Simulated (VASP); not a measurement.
# NaF (Imm2) in VASP: notebook

Aim: see how the results for NaF move with the level of theory and the settings. Levels: PBE, HSE06. Tasks: single point.

Everything below comes from runs of VASP 6.6.1. Logs are shortened: lines on timing, memory, paths and dates and some standing lists are left out, and cuts for length are marked.

## 1. The cell of the first run

Symmetry: Imm2, No. 44, orthorhombic system. Conventional cell: a = 3.483 Å, b = 3.676 Å, c = 5.063 Å, α = 90.00°, β = 90.00°, γ = 90.00°. Around Na (site symmetry mm2) lie 4 F at 2.19 to 2.20 Å. F (site symmetry mm2) has 4 Na at 2.19 to 2.20 Å as nearest neighbours.

The cell was built by a generator and needn't be a form met in nature.

## 2. Single point, PBE (shear_xy strain +5.4%)

Input file INCAR:

```
PREC = Accurate ; ENCUT = 520
EDIFF = 1E-6 ; ISMEAR = -1
SIGMA = 0.02 ; LREAL = False
LASPH = True ; NELM = 100
ALGO = Normal ; ISIF = 2
LWAVE = False ; LCHARG = False
GGA = PE ; NBANDS = 14
```

Input file KPOINTS:

```
Automatic mesh
0
Gamma
  8 8 8
```

Input file POSCAR:

```
NaF
1.0
    0.0680909308      2.5312613679      2.5312613679
    2.5312613679      0.0680909308      2.5312613679
    2.5993522987      2.5993522987      0.0000000000
Na F
1 1
Direct
    0.0060307447      0.0060307447     -0.0060307447
    0.2439692553      0.2439692553      0.2560307447
```

Potentials or basis: VASP PAW PBE potentials, release 64 (Na_pv, F).

Run with:

```console
cat potpaw_PBE.64/Na_pv/POTCAR potpaw_PBE.64/F/POTCAR > POTCAR
mpirun -np 1 vasp_std > vasp.out
```

OUTCAR:

```text
PREC = Accurate
   ENCUT = 520
   EDIFF = 1E-6
   ISMEAR = -1
   LREAL = False
   LASPH = True
   NELM = 100
   ISIF = 2
   GGA = PE

 ion  position               nearest neighbor table
   1  0.006  0.006  0.994-   2 2.19   2 2.19   2 2.20   2 2.20
   2  0.244  0.244  0.256-   1 2.19   1 2.19   1 2.20   1 2.20

  LATTYP: Found a body centered orthorhombic cell.
 ALAT       =     3.4834490386
 B/A-ratio  =     1.0552872264
 C/A-ratio  =     1.4533075351

  Lattice vectors:

 A1 = (   2.5312613679,   0.0680909308,  -2.5312613679)
 A2 = (  -2.5312613679,  -0.0680909308,  -2.5312613679)
 A3 = (   0.0680909308,   2.5312613679,   2.5312613679)

Analysis of symmetry for initial positions (statically):
=====================================================================
 Subroutine PRICEL returns:
 Original cell was already a primitive cell.

 Routine SETGRP: Setting up the symmetry group for a
 body centered orthorhombic supercell.

 Subroutine GETGRP returns: Found  4 space group operations
 (whereof  4 operations were pure point group operations)
 out of a pool of  8 trial point group operations.

The static configuration has the point symmetry C_2v.

Analysis of symmetry for dynamics (positions and initial velocities):
=====================================================================
 Subroutine PRICEL returns:
 Original cell was already a primitive cell.

 Routine SETGRP: Setting up the symmetry group for a
 body centered orthorhombic supercell.

 Subroutine GETGRP returns: Found  4 space group operations
 (whereof  4 operations were pure point group operations)
 out of a pool of  8 trial point group operations.

The dynamic configuration has the point symmetry C_2v.

 Subroutine INISYM returns: Found  4 space group operations
 (whereof  4 operations are pure point group operations),
 and found     1 'primitive' translations

----------------------------------------------------------------------------------------

                                     Primitive cell

  volume of cell :      32.4135

  direct lattice vectors                    reciprocal lattice vectors
     0.068090931  2.531261368  2.531261368    -0.202990419  0.202990419  0.197529977
     2.531261368  0.068090931  2.531261368     0.202990419 -0.202990419  0.197529977
     2.599352299  2.599352299  0.000000000     0.192355611  0.192355611 -0.197529977

  length of vectors
     3.580391682  3.580391682  3.676039274     0.348465655  0.348465655  0.336183661

  position of ions in fractional coordinates (direct lattice)
     0.006030745  0.006030745  0.993969255
     0.243969255  0.243969255  0.256030745

  ion indices of the primitive-cell ions
   primitive index   ion index
                 1           1
                 2           2

----------------------------------------------------------------------------------------

 KPOINTS: Automatic mesh

Automatic generation of k-mesh.
 Grid dimensions read from file:
 generate k-points for:    8    8    8

 Generating k-lattice:

  Cartesian coordinates                     Fractional coordinates (reciprocal lattice)
    -0.025373802  0.025373802  0.024691247     0.125000000  0.000000000  0.000000000
     0.025373802 -0.025373802  0.024691247     0.000000000  0.125000000  0.000000000
     0.024044451  0.024044451 -0.024691247     0.000000000  0.000000000  0.125000000

  Length of vectors
     0.043558207  0.043558207  0.042022958

  Shift w.r.t. Gamma in fractional coordinates (k-lattice)
     0.000000000  0.000000000  0.000000000

 Subroutine IBZKPT returns following result:
 ===========================================

 Found     95 irreducible k-points:

 Following reciprocal coordinates:
            Coordinates               Weight
  0.000000  0.000000  0.000000      1.000000
  0.125000  0.000000  0.000000      4.000000
  0.250000  0.000000  0.000000      4.000000
  0.375000 -0.000000  0.000000      4.000000
  0.500000  0.000000  0.000000      2.000000
  0.125000  0.125000  0.000000      2.000000
[... 16 lines left out ...]
  0.125000 -0.000000  0.125000      4.000000
  0.250000  0.000000  0.125000      8.000000
 [... further k-points ...]
   k-points           NKPTS =     95   k-points in BZ     NKDIM =     95   number of bands    NBANDS=     14
   number of dos      NEDOS =    301   number of ions     NIONS =      2
   total plane-waves  NPLWV =  21952
   dimension x,y,z NGX =    28 NGY =   28 NGZ =   28
   dimension x,y,z NGXF=    56 NGYF=   56 NGZF=   56
   ions per type =               1   1
   NGX,Y,Z   is equivalent  to a cutoff of  13.00, 13.00, 12.66 a.u.
   NGXF,Y,Z  is equivalent  to a cutoff of  26.00, 26.00, 25.33 a.u.
 SYSTEM =  unknown system
   PREC   = accura    normal or accurate (medium, high low for compatibility)
   ISTART =      0    job   : 0-new  1-cont  2-samecut
   ICHARG =      2    charge: 1-file 2-atom 10-const
   ISPIN  =      1    spin polarized calculation?
   LNONCOLLINEAR =      F non collinear calculations
   LSORBIT =      F    spin-orbit coupling
   LASPH  =      T    aspherical Exc in radial PAW
   ENCUT  =  520.0 eV  38.22 Ry    6.18 a.u.   6.66  6.66  6.83*2*pi/ulx,y,z
   NELM   =    100;   NELMIN=  2; NELMDL= -5     # of ELM steps
   EDIFF  = 0.1E-05   stopping-criterion for ELM
   LREAL  =      F    real-space projection
   EDIFFG = 0.1E-04   stopping-criterion for IOM
   NSW    =      0    number of steps for IOM
   IBRION =     -1    ionic relax: 0-MD 1-quasi-New 2-CG
   NFREE  =      0    steps in history (QN), initial steepest desc. (CG)
   ISIF   =      2    stress and relaxation
   ISYM   =      2    0-nonsym 1-usesym 2-fastsym
   POTIM  = 0.5000    time-step for ionic-motion
   TEBEG  =    0.0;   TEEND  =   0.0 temperature during run
   PSTRESS=    0.0 pullay stress
   NELECT =      14.0000    total number of electrons
   NUPDOWN=      -1.0000    fix difference up-down
   EMIN   =  10.00;   EMAX   =-10.00  energy-range for DOS
   EFERMI =   0.00;   METHOD = LEGACY
   ISMEAR =    -1;   SIGMA  =   0.02  broadening in eV -4-tet -1-fermi 0-gaus
   EFERMI_NEDOS =   21; number of points for ismear=-14 and -15
   IALGO  =     38    algorithm
   IMIX   =      4    mixing-type and parameters
     AMIX     =   0.40;   BMIX     =  1.00
     AMIX_MAG =   1.60;   BMIX_MAG =  1.00
  volume/ion in A,a.u.               =      16.21       109.37
  Fermi-wavevector in a.u.,A,eV,Ry     =   1.237491  2.338519 20.835737  1.531383
  Thomas-Fermi vector in A             =   2.372056
   LORBIT       =      0    0 simple, 1 ext, 2 COOP (PROOUT), +10 PAW based schemes
   GGA     = PE    functional components
   LHFCALC =     F    Hartree Fock is set to
   AEXX    =    0.0000 exact exchange contribution
   IVDW    =     0    specifies the selected vdW correction
   LEPSILON=     F    determine dielectric tensor
   LRPA    =     F    only Hartree local field effects (RPA)
 non-spin polarized calculation
  energy-cutoff  :      520.00
  volume of cell :       32.41
 maximum number of plane-waves:       889
   NGX = 13   NGY = 13   NGZ = 13

 number of electron      13.9999998 magnetization

 Free energy of the ion-electron system (eV)
  ---------------------------------------------------
  ext. energy  EPLUGINS =         0.00000000
  ---------------------------------------------------
  free energy    TOTEN  =        -8.37966704 eV

  energy without entropy =       -8.37966704  energy(sigma->0) =       -8.37966704

 E-fermi :  -2.8937     XC(G=0):  -7.7390

 val. band max:       -3.3257403157   @ k =   0.0000   0.0000   0.0000
 cond. band min:       2.2195934932   @ k =   0.0000   0.0000   0.0000
 fundamental gap:      5.5453338089
 Fermi energy:        -2.8937090362

 k-point     1 :       0.0000    0.0000    0.0000
  band No.  band energies     occupation
      1     -22.2613      2.00000
      2     -22.2507      2.00000
      3     -22.2422      2.00000
      4     -22.1141      2.00000
      5      -3.4333      2.00000
      6      -3.3853      2.00000
      7      -3.3257      2.00000
      8       2.2196      0.00000
      9      15.3311      0.00000
     10      15.9272      0.00000
     11      16.5247      0.00000
     12      17.0974      0.00000
     13      17.3921      0.00000
     14      17.9996      0.00000

 k-point     2 :       0.1250    0.0000    0.0000
  band No.  band energies     occupation
      1     -22.4473      2.00000
      2     -22.2499      2.00000
      3     -22.2439      2.00000
      4     -21.9220      2.00000
      5      -3.5169      2.00000
      6      -3.4378      2.00000
      7      -3.3718      2.00000
      8       2.6571      0.00000
      9      14.3935      0.00000
     10      15.0017      0.00000
     11      15.6728      0.00000
     12      16.8489      0.00000
     13      17.1183      0.00000
     14      17.6913      0.00000

 k-point     3 :       0.2500    0.0000    0.0000
  band No.  band energies     occupation
      1     -22.6432      2.00000
      2     -22.2548      2.00000
      3     -22.2481      2.00000
      4     -21.7057      2.00000
      5      -3.8499      2.00000
      6      -3.4487      2.00000
      7      -3.3982      2.00000
      8       3.7768      0.00000
      9      11.7365      0.00000
     10      14.1952      0.00000
     11      14.7680      0.00000
     12      16.9550      0.00000
     13      17.1468      0.00000
     14      17.7501      0.00000
[... 324 lines left out ...]
 k-point    23 :       0.1250   -0.0000    0.1250
  band No.  band energies     occupation
      1     -22.4858      2.00000
      2     -22.2515      2.00000
      3     -22.2500      2.00000
      4     -21.8735      2.00000
      5      -3.5677      2.00000
      6      -3.4092      2.00000
      7      -3.3946      2.00000
      8       2.7769      0.00000
      9      14.1984      0.00000
     10      14.8640      0.00000
     11      15.1517      0.00000
     12      15.7736      0.00000
     13      18.7088      0.00000
     14      18.8962      0.00000

 k-point    24 :       0.2500    0.0000    0.1250
  band No.  band energies     occupation
      1     -22.6339      2.00000
      2     -22.2565      2.00000
      3     -22.2524      2.00000
      4     -21.7090      2.00000
      5      -3.7885      2.00000
      6      -3.4551      2.00000
      7      -3.4266      2.00000
      8       3.6528      0.00000
      9      12.3914      0.00000
     10      13.8124      0.00000
     11      14.5722      0.00000
     12      15.7390      0.00000
     13      18.3757      0.00000
     14      18.7493      0.00000

 [... further k-points ...]

------------------------ aborting loop because EDIFF is reached ----------------------------------------

  FORCE on cell =-STRESS in cart. coord.  units (eV):
  Direction    XX          YY          ZZ          XY          YZ          ZX
  --------------------------------------------------------------------------------------
  -------------------------------------------------------------------------------------
  Total        0.3881892      0.3881892      0.3740639     -0.1551717      0.0000000      0.0000000
  in kB       19.1878990     19.1878990     18.4896966     -7.6700218      0.0000000      0.0000000
  external PRESSURE =      18.9551648 kB  Pullay stress =       0.0000000 kB

 VOLUME and BASIS-vectors are now :
 -----------------------------------------------------------------------------
  energy-cutoff  :      520.00
  volume of cell :       32.41
      direct lattice vectors                 reciprocal lattice vectors
     0.068090931  2.531261368  2.531261368    -0.202990419  0.202990419  0.197529977
     2.531261368  0.068090931  2.531261368     0.202990419 -0.202990419  0.197529977
     2.599352299  2.599352299  0.000000000     0.192355611  0.192355611 -0.197529977

 POSITION                                       TOTAL-FORCE (eV/Angst)
 -----------------------------------------------------------------------------------
      2.59935      2.59935      0.03053        -0.000000     -0.000000      0.011027
      1.29968      1.29968      1.23510         0.000000      0.000000     -0.011027
 -----------------------------------------------------------------------------------
    total drift:                               -0.000001     -0.000001     -0.000273

  FREE ENERGIE OF THE ION-ELECTRON SYSTEM (eV)
  ---------------------------------------------------
  free  energy   TOTEN  =        -8.3796670407 eV

  energy  without entropy=       -8.3796670407  energy(sigma->0) =       -8.37966704
```

Run time: 20 s. Hardware: 1 thread of Intel Xeon 6975P-C (Granite Rapids), shared host; peak memory 0.16 GiB.

What came out:

```
Free energy            : -8.3797 eV
Pressure               : 1.9 GPa
Largest force          : 0.011 eV/Å
Band gap on the k mesh : 5.55 eV, direct
```

Forces in eV/Å, atoms in the order of the input:
```
Na   0.000  0.000  0.011
F    0.000  0.000 -0.011
```

Stress tensor (GPa, compression positive):
```
 1.92 -0.77  0.00
-0.77  1.92  0.00
 0.00  0.00  1.85
```

A k mesh can miss the band edges.

## 3. Single point, HSE06 (epitaxial_111 strain +4.5%)

Input file POSCAR:

```
NaF
1.0
   -0.1554742633      2.4889344877      2.4889344877
    2.4889344877     -0.1554742633      2.4889344877
    2.4889344877      2.4889344877     -0.1554742633
Na F
1 1
Direct
   -0.0072222377     -0.0072222377     -0.0072222377
    0.2572222377      0.2572222377      0.2572222377
```

Input file INCAR.step1:

```
SYSTEM = NaF
PREC = Accurate
ENCUT = 520
EDIFF = 1E-5
ISMEAR = 0
SIGMA = 0.01
LREAL = .FALSE.
LASPH = .TRUE.
NELM = 100
ALGO = Normal
ISIF = 2
LWAVE = .TRUE.
NBANDS = 14
GGA = PE
```

Input file INCAR.step2:

```
SYSTEM = NaF
PREC = Accurate
ENCUT = 520
EDIFF = 1E-7
ISMEAR = 0
SIGMA = 0.01
LREAL = .FALSE.
LASPH = .TRUE.
NELM = 100
ALGO = Normal
ISIF = 2
LWAVE = .FALSE.
LCHARG = .TRUE.
GGA = PE
LHFCALC = .TRUE.
HFSCREEN = 0.2079
PRECFOCK = Normal
LELF = .TRUE.
LVHAR = .TRUE.
NBANDS = 14
ISTART = 1
```

Input file KPOINTS:

```
regular mesh
0
G
  6 6 6
  0 0 0
```

Potentials or basis: VASP PAW PBE potentials, release 64 (Na_pv, F).

Run with:

```console
cat potpaw_PBE.64/Na_pv/POTCAR potpaw_PBE.64/F/POTCAR > POTCAR
cp INCAR.step1 INCAR
mpirun -np 1 vasp_std > vasp.out
cp INCAR.step2 INCAR
mpirun -np 1 vasp_std > vasp.out
```

Wall time 18 min (1 thread of Intel Xeon 6975P-C (Granite Rapids), shared host); peak memory 0.26 GiB.

The run converged. Its results:

```yaml
Free_energy: -10.1006 eV
Pressure: -0.8 GPa
Band_gap_on_the_k_mesh: 7.35 eV, direct
```

Stress tensor (GPa, compression positive):
```
-0.78  0.82  0.82
 0.82 -0.78  0.82
 0.82  0.82 -0.78
```

Levels at points of the mesh, in eV from the valence-band top:
```tsv
k point	band 5	band 6	band 7	band 8	band 9	band 10
(0.00, 0.00, 0.00)	-0.15	-0.15	0.00	7.35	20.40	20.40
(0.50, 0.00, 0.00)	-0.94	-0.15	-0.08	11.53	12.53	18.56
(0.50, 0.50, 0.00)	-0.86	-0.35	-0.20	11.68	13.81	17.93
(0.50, 0.50, 0.50)	-0.87	-0.24	-0.24	12.16	12.99	18.25
```

Caveat: the PAW data sets were made with another functional, which shifts forces and pressure a little.
